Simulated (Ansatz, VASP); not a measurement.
Al in VASP and in Ansatz

```xyz
2
Lattice="0.0000 3.0137 3.0137 3.0137 0.0000 3.0137 3.0137 3.0137 0.0000" Properties=species:S:1:pos:R:3 pbc="T T T"
Al    0.7534    0.7534    0.7534
Al    5.2740    5.2740    5.2740
```

Alike in both runs: functional r2SCAN; k mesh 10 × 10 × 10; occupations fermi-dirac, width 0.1 eV; no spin polarisation.

Ansatz relaxed the structure, and its values are those at the end. VASP's run is a single point on that final structure, the one shown.

```csv
,VASP,Ansatz
version,VASP 6.6.1,Ansatz 0.2.0
potentials or method,"VASP PAW PBE potentials, release 64 (Al)","plane waves (500 eV) with PAW, scalar-relativistic"
plane-wave cutoff (eV),520,500
valence electrons in the cell,6,6
```

|  | VASP | Ansatz | Ansatz less VASP |
| --- | --- | --- | --- |
| pressure (GPa) | -0.1 | 0.0 | +0.15 |

Caveats: the PAW data sets were made with another functional, which shifts forces and pressure a little (VASP).
